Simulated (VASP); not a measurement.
# C in VASP: notebook

One slab, C, is run at these levels: PBE+D3(BJ), PBE; tasks: relaxation of cell and atoms.

All numbers are computed with VASP 6.6.1; they aren't measurements. Logs are shortened: lines on timing, memory, paths and dates and some standing lists are left out, and cuts for length are marked.

**1. The structure**

The cell holds a slab with vacuum, 4 atoms: a = 2.470 Å, b = 2.470 Å, c = 21.429 Å, α = 90.00°, β = 90.00°, γ = 120.00°.

The slab is cut from a database's or a generator's crystal, which needn't be the stable form of the element.

**2. Relaxation of cell and atoms, PBE+D3(BJ)**

File INCAR:

```
SYSTEM = C
ALGO = Normal
EDIFF = 1E-6
EDIFFG = -0.01
ENCUT = 600
GGA = PE
IBRION = 2
ISIF = 3
ISMEAR = 0
IVDW = 12
KPAR = 2
LASPH = .True.
LATTICE_CONSTRAINTS = .TRUE. .TRUE. .FALSE.
LCHARG = .False.
LREAL = .False.
LWAVE = .False.
NELM = 80
NSW = 90
PREC = Accurate
SIGMA = 0.03
```

File KPOINTS:

```
k-points
0
Gamma
  15 15 1
  0 0 0
```

File POSCAR:

```
C
1.0
    2.4700000000      0.0000000000      0.0000000000
   -1.2350000000      2.1390827500      0.0000000000
    0.0000000000      0.0000000000     21.4289500000
C
4
Direct
    0.0000000000      0.0000000000      0.4199925800
    0.6666666700      0.3333333300      0.4215768900
    0.0000000000      0.0000000000      0.5784231100
    0.3333333300      0.6666666700      0.5800074200
```

Potentials or basis: VASP PAW PBE potentials, release 64 (C).

On the command line:

```bash
cat potpaw_PBE.64/C/POTCAR > POTCAR
mpirun -np 2 vasp_std > vasp.out
```

OUTCAR:

```text
SYSTEM = C
   EDIFF = 1E-6
   EDIFFG = -0.01
   ENCUT = 600
   GGA = PE
   IBRION = 2
   ISIF = 3
   ISMEAR = 0
   IVDW = 12
   LASPH = .True.
   LREAL = .False.
   NELM = 80
   NSW = 90
   PREC = Accurate
 IVDW          = 12

 ion  position               nearest neighbor table
   1  0.000  0.000  0.420-   2 1.43   2 1.43   2 1.43
   2  0.667  0.333  0.422-   1 1.43   1 1.43   1 1.43
   3  0.000  0.000  0.578-   4 1.43   4 1.43   4 1.43
   4  0.333  0.667  0.580-   3 1.43   3 1.43   3 1.43

  LATTYP: Found a hexagonal cell.
 ALAT       =     2.4700000000
 C/A-ratio  =     8.6756882591

  Lattice vectors:

 A1 = (   2.4700000000,   0.0000000000,   0.0000000000)
 A2 = (  -1.2350000000,   2.1390827500,   0.0000000000)
 A3 = (   0.0000000000,   0.0000000000,  21.4289500000)

Analysis of symmetry for initial positions (statically):
=====================================================================
 Subroutine PRICEL returns:
 Original cell was already a primitive cell.

 Routine SETGRP: Setting up the symmetry group for a
 hexagonal supercell.

 Subroutine GETGRP returns: Found  6 space group operations
 (whereof  6 operations were pure point group operations)
 out of a pool of 24 trial point group operations.

The static configuration has the point symmetry C_3v.

Analysis of symmetry for dynamics (positions and initial velocities):
=====================================================================
 Subroutine PRICEL returns:
 Original cell was already a primitive cell.

 Routine SETGRP: Setting up the symmetry group for a
 hexagonal supercell.

 Subroutine GETGRP returns: Found  6 space group operations
 (whereof  6 operations were pure point group operations)
 out of a pool of 24 trial point group operations.

The dynamic configuration has the point symmetry C_3v.

 Subroutine INISYM returns: Found  6 space group operations
 (whereof  6 operations are pure point group operations),
 and found     1 'primitive' translations

----------------------------------------------------------------------------------------

                                     Primitive cell

  volume of cell :     113.2206

  direct lattice vectors                    reciprocal lattice vectors
     2.470000000  0.000000000  0.000000000     0.404858300  0.233745048  0.000000000
    -1.235000000  2.139082750  0.000000000     0.000000000  0.467490096  0.000000000
     0.000000000  0.000000000 21.428950000     0.000000000  0.000000000  0.046665842

  length of vectors
     2.470000000  2.470000002 21.428950000     0.467490096  0.467490096  0.046665842

  position of ions in fractional coordinates (direct lattice)
[... 81 lines left out ...]
   ENCUT  =  600.0 eV  44.10 Ry    6.64 a.u.   4.93  4.93 42.80*2*pi/ulx,y,z
   NELM   =     80;   NELMIN=  2; NELMDL= -5     # of ELM steps
   EDIFF  = 0.1E-05   stopping-criterion for ELM
   LREAL  =      F    real-space projection
   EDIFFG = -.1E-01   stopping-criterion for IOM
   NSW    =     90    number of steps for IOM
   IBRION =      2    ionic relax: 0-MD 1-quasi-New 2-CG
   NFREE  =      1    steps in history (QN), initial steepest desc. (CG)
   ISIF   =      3    stress and relaxation
   ISYM   =      2    0-nonsym 1-usesym 2-fastsym
   POTIM  = 0.5000    time-step for ionic-motion
   TEBEG  =    0.0;   TEEND  =   0.0 temperature during run
   PSTRESS=    0.0 pullay stress
   NELECT =      16.0000    total number of electrons
   NUPDOWN=      -1.0000    fix difference up-down
   EMIN   =  10.00;   EMAX   =-10.00  energy-range for DOS
   EFERMI =   0.00;   METHOD = LEGACY
   ISMEAR =     0;   SIGMA  =   0.03  broadening in eV -4-tet -1-fermi 0-gaus
   EFERMI_NEDOS =   21; number of points for ismear=-14 and -15
   IALGO  =     38    algorithm
   IMIX   =      4    mixing-type and parameters
     AMIX     =   0.40;   BMIX     =  1.00
     AMIX_MAG =   1.60;   BMIX_MAG =  1.00
  volume/ion in A,a.u.               =      28.31       191.01
  Fermi-wavevector in a.u.,A,eV,Ry     =   0.852720  1.611407  9.893219  0.727131
  Thomas-Fermi vector in A             =   1.969051
   LORBIT       =      0    0 simple, 1 ext, 2 COOP (PROOUT), +10 PAW based schemes
   GGA     = PE    functional components
   LHFCALC =     F    Hartree Fock is set to
   AEXX    =    0.0000 exact exchange contribution
   IVDW    =    12    specifies the selected vdW correction
   LEPSILON=     F    determine dielectric tensor
   LRPA    =     F    only Hartree local field effects (RPA)
 conjugate gradient relaxation of ions
 non-spin polarized calculation
 Gauss-broadening in eV      SIGMA  =   0.03
  energy-cutoff  :      600.00
  volume of cell :      113.22
 maximum number of plane-waves:      3843
 NGX is ok and might be reduce to    20
   NGX =  9   NGY =  9   NGZ = 85

--------------------------------------- Ionic step        1  -------------------------------------------

 number of electron      16.0000000 magnetization

 Free energy of the ion-electron system (eV)
  ---------------------------------------------------
  ext. energy  EPLUGINS =         0.00000000
  ---------------------------------------------------
  free energy    TOTEN  =       -36.86635926 eV

  energy without entropy =      -36.86605915  energy(sigma->0) =      -36.86620920

------------------------ aborting loop because EDIFF is reached ----------------------------------------

 Edisp (eV)   -0.47481

 E8    (eV) :    -0.1420
[... 159 lines left out ...]
--------------------------------------- Ionic step        5  -------------------------------------------

 number of electron      16.0000001 magnetization

 Free energy of the ion-electron system (eV)
  ---------------------------------------------------
  ext. energy  EPLUGINS =         0.00000000
  ---------------------------------------------------
  free energy    TOTEN  =       -36.88615687 eV

  energy without entropy =      -36.88585602  energy(sigma->0) =      -36.88600645

 E-fermi :  -1.4757     XC(G=0):  -3.6790

 val. band max:       -1.4760619088   @ k =   0.3333   0.3333   0.0000
 cond. band min:      -1.4752839936   @ k =   0.3333   0.3333   0.0000
 fundamental gap:      0.0007779152
 Fermi energy:        -1.4756729513

 k-point     1 :       0.0000    0.0000    0.0000
  band No.  band energies     occupation
      1     -21.0556      2.00000
      2     -20.9184      2.00000
      3      -9.5315      2.00000
      4      -8.6143      2.00000
      5      -4.5079      2.00000
      6      -4.5079      2.00000
      7      -4.4998      2.00000
      8      -4.4998      2.00000
      9       1.9172      0.00000
     10       2.2746      0.00000
     11       3.0326      0.00000
     12       3.9365      0.00000
[... 331 lines left out ...]
 k-point    24 :       0.4000    0.2000    0.0000
  band No.  band energies     occupation
      1     -15.1618      2.00000
      2     -15.1136      2.00000
      3     -14.1617      2.00000
      4     -14.1309      2.00000
      5     -10.3307      2.00000
      6     -10.2843      2.00000
      7      -3.1531      2.00000
      8      -2.8274      2.00000
      9      -0.1916      0.00000
     10      -0.1077      0.00000
     11       9.1378      0.00000
     12       9.4340      0.00000

 [... further k-points ...]

------------------------ aborting loop because EDIFF is reached ----------------------------------------

 Edisp (eV)   -0.47517

 E8    (eV) :    -0.1421
[... 27 lines left out ...]
  FREE ENERGIE OF THE ION-ELECTRON SYSTEM (eV)
  ---------------------------------------------------
  free  energy   TOTEN  =       -37.3613243298 eV

  energy  without entropy=      -37.3610234793  energy(sigma->0) =      -37.36117390

 reached required accuracy - stopping structural energy minimisation
```

CONTCAR:

```text
C
   1.00000000000000
     2.4656797292874773    0.0000000000000000    0.0000000000000000
    -1.2328398646437386    2.1353412857977179    0.0000000000000000
     0.0000000000000000    0.0000000000000000   21.4289500000000004
  C
     4
Direct
     0.0000000000000000    0.0000000000000000    0.4207967696772618
     0.6666666699999979    0.3333333300000021    0.4207717617004341
     0.0000000000000000    0.0000000000000000    0.5792020825295673
     0.3333333300000021    0.6666666699999979    0.5792293860927370

  0.00000000E+00  0.00000000E+00  0.00000000E+00
  0.00000000E+00  0.00000000E+00  0.00000000E+00
  0.00000000E+00  0.00000000E+00  0.00000000E+00
  0.00000000E+00  0.00000000E+00  0.00000000E+00
```

It took 79 s on 2 MPI ranks of Intel Xeon 6975P-C (Granite Rapids), shared host; peak memory 0.26 GiB.

What came out:

```
Free energy                            : -37.3613 eV
Relaxed volume                         : 28.21 Å³/atom
Relaxed cell                           : a = 2.466 Å, b = 2.466 Å, c = 21.429 Å, α = 90.00°, β = 90.00°, γ = 120.00°
Space group after relaxing (to 0.05 Å) : P-3m1 (No. 164)
Energy gained by relaxing              : 5.0 meV/atom
Ionic steps                            : 5
Band gap on the k mesh                 : 0.00 eV, direct
Dispersion energy per atom             : -0.119 eV
```

The path:
```
step  energy change (eV)  largest force (eV/Å)  pressure (GPa)  volume (Å³)
   1              0.0000                0.5780           -0.52       113.22
   2             -0.0077                0.3552            1.13       111.87
   3             -0.0193                0.0526            0.40       112.46
   4             -0.0170                0.0968           -0.84       113.51
   5             -0.0202                0.0008           -0.03       112.82
```

Final structure:
```
CELL_PARAMETERS angstrom
2.46568 0.00000 0.00000
-1.23284 2.13534 0.00000
0.00000 0.00000 21.42895
ATOMIC_POSITIONS crystal
C 0.00000 0.00000 0.42080
C 0.66667 0.33333 0.42077
C 0.00000 0.00000 0.57920
C 0.33333 0.66667 0.57923
```

Levels at points of the mesh, in eV from the valence-band top:
```csv
k point,band 4,band 5,band 6,band 7,band 8,band 9,band 10,band 11,band 12
"(0.00, 0.00, 0.00)",-7.14,-3.03,-3.03,-3.02,-3.02,3.39,3.75,4.51,5.41
```

**3. Relaxation of cell and atoms, PBE+D3(BJ)**

This run uses another cell than the first one, of 28.21 Å³/atom, 0.997 times its volume.

Edit INCAR of step 2 so:

```diff
@@ -2,4 +2,4 @@
 ALGO = Normal
-EDIFF = 1E-6
-EDIFFG = -0.01
+EDIFF = 1E-7
+EDIFFG = -0.005
 ENCUT = 600
```

KPOINTS is that of step 2.

File POSCAR:

```
C                                       
1.0
    2.4656797293      0.0000000000      0.0000000000
   -1.2328398646      2.1353412858      0.0000000000
    0.0000000000      0.0000000000     21.4289500000
  C             
     4
Direct
     0.0000000000000000    0.0000000000000000    0.4207967696772618
     0.6666666699999979    0.3333333300000021    0.4207717617004341
     0.0000000000000000    0.0000000000000000    0.5792020825295673
     0.3333333300000021    0.6666666699999979    0.5792293860927370
```

Potentials or basis: VASP PAW PBE potentials, release 64 (C).

On the command line:

```bash
cat potpaw_PBE.64/C/POTCAR > POTCAR
mpirun -np 2 vasp_std > vasp.out
```

Wall time 26 s (2 MPI ranks of Intel Xeon 6975P-C (Granite Rapids), shared host); peak memory 0.24 GiB.

The run converged. Its results:

```
Free energy                : -37.3609 eV
Band gap on the k mesh     : none (metal or under the smearing width)
Dispersion energy per atom : -0.119 eV
```

Final structure:
```yaml
crystal:
  lattice:
    - [2.46568, 0.00000, 0.00000]
    - [-1.23284, 2.13534, 0.00000]
    - [0.00000, 0.00000, 21.42895]
  atoms:
    - { symbol: C, position: [0.00000, 0.00000, 0.42080] }
    - { symbol: C, position: [0.66667, 0.33333, 0.42077] }
    - { symbol: C, position: [0.00000, 0.00000, 0.57920] }
    - { symbol: C, position: [0.33333, 0.66667, 0.57923] }
```

Levels at points of the mesh, in eV from the Fermi level:
| k point | band 5 | band 6 | band 7 | band 8 | band 9 | band 10 | band 11 | band 12 |
| --- | --- | --- | --- | --- | --- | --- | --- | --- |
| (0.00, 0.00, 0.00) | -3.03 | -3.03 | -3.02 | -3.02 | 3.43 | 3.81 | 4.51 | 5.48 |

Caveat: the relaxation stopped at its first step, so nothing moved.

**4. Relaxation of cell and atoms, PBE**

File INCAR:

```
PREC = Accurate
ENCUT = 600
EDIFF = 1E-6
ISMEAR = 0
SIGMA = 0.03
LREAL = False
LASPH = True
NELM = 80
ALGO = Normal
ISIF = 3
LWAVE = False
LCHARG = False
GGA = PE
IBRION = 2
NSW = 90
EDIFFG = -0.01
LATTICE_CONSTRAINTS = .TRUE. .TRUE. .FALSE.
```

File KPOINTS:

```
regular mesh
0
Gamma
  15 15 1
```

File POSCAR:

```
C
1.0
    2.4700000000      0.0000000000      0.0000000000
   -1.2350000000      2.1390827500      0.0000000000
    0.0000000000      0.0000000000     21.4289500000
C
4
Direct
    0.0000000000      0.0000000000      0.4199925800
    0.6666666700      0.3333333300      0.4215768900
    0.0000000000      0.0000000000      0.5784231100
    0.3333333300      0.6666666700      0.5800074200
```

On the command line:

```bash
cat potpaw_PBE.64/C/POTCAR > POTCAR
mpirun -np 1 vasp_std > vasp.out
```

Wall time 12 min (1 thread of AMD EPYC 7R43 (Zen 3), shared host); peak memory 0.21 GiB.

The run converged. Its results:

- Free energy: -36.9095 eV
- Relaxed volume: 28.23 Å³/atom
- Relaxed cell: a = 2.467 Å, b = 2.467 Å, c = 21.429 Å, α = 90.00°, β = 90.00°, γ = 120.00°
- Space group after relaxing (to 0.05 Å): P-3m1 (No. 164)
- Energy gained by relaxing: 10.8 meV/atom
- Ionic steps: 16
- Band gap on the k mesh: none (metal or under the smearing width)

The path:
```tsv
step	energy change (eV)	largest force (eV/Å)	pressure (GPa)	volume (Å³)
1	0.0000	0.6266	-0.26	113.22
2	-0.0102	0.4028	0.94	112.18
3	-0.0196	0.0752	0.46	112.61
4	-0.0187	0.1089	-0.50	113.46
5	-0.0203	0.0565	0.08	112.94
6	-0.0207	0.0546	0.07	112.94
7	-0.0219	0.0516	0.07	112.94
8	-0.0241	0.0457	0.06	112.94
9	-0.0279	0.0363	0.05	112.94
10	-0.0336	0.0267	0.03	112.93
11	-0.0400	0.0248	0.02	112.91
12	-0.0430	0.0435	0.03	112.88
13	0.0854	1.2579	-3.47	116.13
14	-0.0431	0.0085	-0.07	112.97
15	-0.0286	0.3499	1.44	111.67
16	-0.0431	0.0013	-0.04	112.94
```

Final structure:
```yaml
crystal:
  lattice:
    - [2.46691, 0.00000, 0.00000]
    - [-1.23345, 2.13640, 0.00000]
    - [0.00000, 0.00000, 21.42895]
  atoms:
    - { symbol: C, position: [0.00000, 0.00000, 0.40156] }
    - { symbol: C, position: [0.66667, 0.33333, 0.40155] }
    - { symbol: C, position: [0.00000, 0.00000, 0.59844] }
    - { symbol: C, position: [0.33333, 0.66667, 0.59845] }
```

Levels at points of the mesh, in eV from the Fermi level:
```
           k point  band 6  band 7  band 8  band 9  band 10  band 11
(0.00, 0.00, 0.00)   -3.05   -3.05   -3.05    3.23     3.74     4.38
```
